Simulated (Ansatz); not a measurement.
Al: single point with PBE

Crystal: Al.

```
Al
1.0
     0.00000    2.02481    2.02481
     2.02481    0.00000    2.02481
     2.02481    2.02481    0.00000
Al
1
Cartesian
  0.0000 0.0000 0.0000
```

| Item | Value |
| --- | --- |
| Program | Ansatz 0.2.0 |
| Task | single point |
| Functional | PBE |
| Potentials or basis | all-electron LAPW, scalar-relativistic |
| Cutoff | 130 eV (chosen from the basis error) |
| Basis error allowed | 0.001 eV/atom |
| k mesh | 11 × 11 × 11 |
| Occupations | gaussian, width 0.012 eV |
| Spin | no spin polarisation |

* Pressure: -0.5 GPa
* Band gap on the k mesh: none (metal or under the smearing width)

Levels at points of the mesh, in eV from the Fermi level:
```csv
k point,band 5,band 6,band 7,band 8
"(0.00, 0.00, 0.00)",-11.12,12.55,12.55,12.55
```

Wall time 1.5 s on 1 thread of Arm Neoverse V1 (shared host), peak memory 0.19 GiB.
